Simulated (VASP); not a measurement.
Input and output of a VASP PBE single-point calculation on LiH (distorted zincblende)

INCAR

```
LASPH = .TRUE.
ISMEAR = -1
LREAL = .FALSE.
IBRION = -1
NBANDS = 9
PREC = Accurate
EDIFF = 1E-7
LCHARG = .FALSE.
ENCUT = 520
ISIF = 2
NSW = 0
SIGMA = 0.02
GGA = PE
LWAVE = .FALSE.
NELM = 120
```

KPOINTS

```
KPOINTS created by Atomic Simulation Environment
0
Gamma
8 8 8
0 0 0
```

POSCAR

```
Li H
 1.0000000000000000
    -0.0552000000000000    2.0379000000000000    2.2429999999999999
     2.0872999999999999   -0.0247000000000000    2.2124000000000001
     2.0688000000000000    1.9890000000000001   -0.0063000000000000
 Li  H
   1   1
Cartesian
  2.0621646800000000  3.9356918600000004  2.3437087899999995
  1.1509024800000001  1.1653888800000001  1.1045651900000002
```

VASP ran with the recommended PBE PAW datasets (4 valence electrons in the cell).

Command

```
mpirun -np 1 vasp_std
```

OSZICAR

```
N       E                     dE             d eps       ncg     rms          rms(c)
DAV:   1    -0.187546333089E+00   -0.18755E+00   -0.13890E+03  4720   0.393E+02
DAV:   2    -0.608121066486E+01   -0.58937E+01   -0.58628E+01  6479   0.576E+01
DAV:   3    -0.625391491011E+01   -0.17270E+00   -0.17262E+00  5732   0.846E+00
DAV:   4    -0.625582246593E+01   -0.19076E-02   -0.19073E-02  6381   0.730E-01
DAV:   5    -0.625583803853E+01   -0.15573E-04   -0.15572E-04  5537   0.436E-02    0.342E+00
DAV:   6    -0.596731015692E+01    0.28853E+00   -0.27290E-01  4974   0.152E+00    0.167E+00
DAV:   7    -0.588511456381E+01    0.82196E-01   -0.31058E-01  5282   0.183E+00    0.298E-01
DAV:   8    -0.589040525140E+01   -0.52907E-02   -0.11829E-02  5319   0.565E-01    0.601E-02
DAV:   9    -0.589035515913E+01    0.50092E-04   -0.31042E-04  5983   0.780E-02    0.939E-03
DAV:  10    -0.589035866294E+01   -0.35038E-05   -0.13165E-05  5774   0.250E-02    0.512E-03
DAV:  11    -0.589035837499E+01    0.28795E-06   -0.17540E-06  6499   0.437E-03    0.774E-04
DAV:  12    -0.589035850739E+01   -0.13240E-06   -0.30841E-08  3776   0.128E-03    0.279E-04
DAV:  13    -0.589035850577E+01    0.16155E-08   -0.44512E-09  2545   0.410E-04
   1 F= -.58903585E+01 E0= -.58903585E+01  d E =-.227225E-14
```

From OUTCAR

```
k-points           NKPTS =    260   k-points in BZ     NKDIM =    260   number of bands    NBANDS=      9

   NELECT =       4.0000    total number of electrons

   dimension x,y,z NGX =    24 NGY =   24 NGZ =   24
   dimension x,y,z NGXF=    48 NGYF=   48 NGZF=   48

  energy-cutoff  :      520.00
  volume of cell :       19.02
      direct lattice vectors                 reciprocal lattice vectors
    -0.055200000  2.037900000  2.243000000    -0.231303786  0.241283590  0.220918504
     2.087300000 -0.024700000  2.212400000     0.235186147 -0.243901740  0.227387264
     2.068800000  1.989000000 -0.006300000     0.239911053  0.252520764 -0.223526070

 k-points in reciprocal lattice and weights: KPOINTS created by Atomic Simulation Env
   0.00000000  0.00000000  0.00000000       0.002
   0.12500000 -0.00000000  0.00000000       0.004
   0.25000000 -0.00000000  0.00000000       0.004
   0.37500000 -0.00000000  0.00000000       0.004
   0.50000000 -0.00000000  0.00000000       0.002
   0.00000000  0.12500000 -0.00000000       0.004
   0.12500000  0.12500000  0.00000000       0.004
   0.25000000  0.12500000  0.00000000       0.004
   ...

 E-fermi :  -0.6759

 k-point     1 :       0.0000    0.0000    0.0000
  band No.  band energies     occupation
      1     -44.8374      2.00000
      2      -5.2966      2.00000
      3      11.4288      0.00000
      4      15.6812      0.00000
      5      16.1838      0.00000
      6      16.5788      0.00000
      7      18.2297      0.00000
      8      19.0222      0.00000
      9      19.6761      0.00000

 k-point     2 :       0.1250   -0.0000    0.0000
  band No.  band energies     occupation
      1     -44.8339      2.00000
      2      -5.0630      2.00000
      3       9.7787      0.00000
      4      14.3264      0.00000
      5      15.7561      0.00000
      6      16.2237      0.00000
      7      19.2519      0.00000
      8      20.1467      0.00000
      9      21.9624      0.00000

 k-point     3 :       0.2500   -0.0000    0.0000
  band No.  band energies     occupation
      1     -44.8255      2.00000
      2      -4.3885      2.00000
      3       6.6348      0.00000
      4      13.2008      0.00000
      5      14.9252      0.00000
      6      16.6345      0.00000
      7      18.4062      0.00000
      8      20.9630      0.00000
      9      22.3790      0.00000

 k-point     4 :       0.3750   -0.0000    0.0000
  band No.  band energies     occupation
      1     -44.8172      2.00000
      2      -3.4313      2.00000
      3       3.9224      0.00000
      4      12.5220      0.00000
      5      14.5128      0.00000
      6      16.9303      0.00000
      7      17.4720      0.00000
      8      20.0940      0.00000
      9      21.9896      0.00000

 k-point     5 :       0.5000   -0.0000    0.0000
  band No.  band energies     occupation
      1     -44.8136      2.00000
      2      -2.8478      2.00000
      3       2.7278      0.00000
      4      12.2924      0.00000
      5      14.4200      0.00000
      6      16.6268      0.00000
      7      17.5135      0.00000
      8      19.5970      0.00000
      9      22.1083      0.00000

 k-point     6 :       0.0000    0.1250   -0.0000
  band No.  band energies     occupation
      1     -44.8337      2.00000
      2      -5.0323      2.00000
      3       9.8469      0.00000
      4      14.2458      0.00000
      5      15.4756      0.00000
      6      16.1645      0.00000
      7      19.1697      0.00000
      8      20.2258      0.00000
      9      21.7840      0.00000

 k-point     7 :       0.1250    0.1250    0.0000
  band No.  band energies     occupation
      1     -44.8330      2.00000
      2      -5.0101      2.00000
      3      10.2406      0.00000
      4      13.7303      0.00000
      5      14.8278      0.00000
      6      15.7807      0.00000
      7      18.6489      0.00000
      8      20.0693      0.00000
      9      21.4512      0.00000

 k-point     8 :       0.2500    0.1250    0.0000
  band No.  band energies     occupation
      1     -44.8265      2.00000
      2      -4.5306      2.00000
      3       7.9913      0.00000
      4      12.4144      0.00000
      5      14.0969      0.00000
      6      15.4646      0.00000
      7      17.9917      0.00000
      8      21.1810      0.00000
      9      23.2187      0.00000

 k-point     9 :       0.3750    0.1250    0.0000
  band No.  band energies     occupation
      1     -44.8181      2.00000
      2      -3.6704      2.00000
      3       5.1082      0.00000
      4      11.2479      0.00000
      5      13.3660      0.00000
      6      16.0065      0.00000
      7      18.4651      0.00000
      8      21.9271      0.00000
      9      23.2236      0.00000

 k-point    10 :       0.5000    0.1250    0.0000
  band No.  band energies     occupation
      1     -44.8127      2.00000
      2      -2.7974      2.00000
      3       3.1314      0.00000
      4      10.4072      0.00000
      5      13.4197      0.00000
      6      16.5288      0.00000
      7      19.0117      0.00000
      8      21.3974      0.00000
      9      23.2074      0.00000

 k-point    11 :      -0.3750    0.1250    0.0000
  band No.  band energies     occupation
      1     -44.8135      2.00000
      2      -2.8633      2.00000
      3       3.2366      0.00000
      4      10.1390      0.00000
      5      14.0850      0.00000
      6      17.2467      0.00000
      7      19.0838      0.00000
      8      20.9294      0.00000
      9      22.7508      0.00000

 k-point    12 :      -0.2500    0.1250   -0.0000
  band No.  band energies     occupation
      1     -44.8200      2.00000
      2      -3.7696      2.00000
      3       5.2605      0.00000
      4      10.5755      0.00000
      5      15.0888      0.00000
      6      17.4048      0.00000
      7      19.5750      0.00000
      8      21.0525      0.00000
      9      22.5798      0.00000

 k-point    13 :      -0.1250    0.1250   -0.0000
  band No.  band energies     occupation
      1     -44.8284      2.00000
      2      -4.5970      2.00000
      3       7.8621      0.00000
      4      11.9640      0.00000
      5      15.8658      0.00000
      6      16.6727      0.00000
      7      20.1242      0.00000
      8      21.2703      0.00000
      9      22.7058      0.00000

 k-point    14 :       0.0000    0.2500   -0.0000
  band No.  band energies     occupation
      1     -44.8249      2.00000
      2      -4.2548      2.00000
      3       6.5585      0.00000
      4      13.0343      0.00000
      5      14.9071      0.00000
      6      16.0035      0.00000
      7      18.3577      0.00000
      8      20.5950      0.00000
      9      22.3222      0.00000

 k-point    15 :       0.1250    0.2500    0.0000
  band No.  band energies     occupation
      1     -44.8260      2.00000
      2      -4.4419      2.00000
      3       7.9132      0.00000
      4      12.5545      0.00000
      5      14.0191      0.00000
      6      15.1505      0.00000
      7      17.5366      0.00000
      8      20.9892      0.00000
      9      23.1747      0.00000

 k-point    16 :       0.2500    0.2500    0.0000
  band No.  band energies     occupation
      1     -44.8222      2.00000
      2      -4.1882      2.00000
      3       8.2089      0.00000
      4      11.5284      0.00000
      5      12.4659      0.00000
      6      12.9647      0.00000
      7      17.2827      0.00000
      8      23.6852      0.00000
      9      25.7182      0.00000

 k-point    17 :       0.3750    0.2500    0.0000
  band No.  band energies     occupation
      1     -44.8157      2.00000
      2      -3.5301      2.00000
      3       6.4906      0.00000
      4       9.2915      0.00000
      5      11.7940      0.00000
      6      13.9271      0.00000
      7      17.9011      0.00000
      8      24.8287      0.00000
      9      26.3196      0.00000

 k-point    18 :       0.5000    0.2500    0.0000
  band No.  band energies     occupation
      1     -44.8103      2.00000
      2      -2.6557      2.00000
      3       4.3001      0.00000
      4       7.9283      0.00000
      5      11.8757      0.00000
      6      15.4383      0.00000
      7      19.4652      0.00000
      8      24.1466      0.00000
      9      25.8648      0.00000

 k-point    19 :      -0.3750    0.2500    0.0000
  band No.  band energies     occupation
      1     -44.8092      2.00000
      2      -2.2055      2.00000
      3       3.1932      0.00000
      4       7.6256      0.00000
      5      12.6192      0.00000
      6      16.3846      0.00000
      7      20.9124      0.00000
      8      23.6632      0.00000
      9      24.7831      0.00000

 ...

  Total        0.4556370      0.1254596      0.2859514      0.4776629     -0.3911852     -0.5733344
  in kB       38.3733113     10.5660874     24.0825497     40.2283060    -32.9452426    -48.2856686
  external PRESSURE =      24.3406495 kB  Pullay stress =       0.0000000 kB

 POSITION                                       TOTAL-FORCE (eV/Angst)
 -----------------------------------------------------------------------------------
      2.06216      3.93569      2.34371         0.580679      0.656767     -0.643294
      1.15090      1.16539      1.10457        -0.580679     -0.656767      0.643294
 -----------------------------------------------------------------------------------
    total drift:                               -0.000157     -0.000039     -0.000174

  FREE ENERGIE OF THE ION-ELECTRON SYSTEM (eV)
  ---------------------------------------------------
  free  energy   TOTEN  =        -5.8903585058 eV

  energy  without entropy=       -5.8903585058  energy(sigma->0) =       -5.89035851
```

```
gap between bands v and c on the k mesh : 3.36 eV
least direct gap on the k mesh          : 4.39 eV
pressure                                : 2.4 GPa
largest force                           : 1.09 eV/Å
```

Band v is the last that the valence electrons fill when counted band by band, and c is the next.

The run took about 12 s on one core of a shared host (Intel Xeon 6975P-C) and held 0.16 GiB at most.
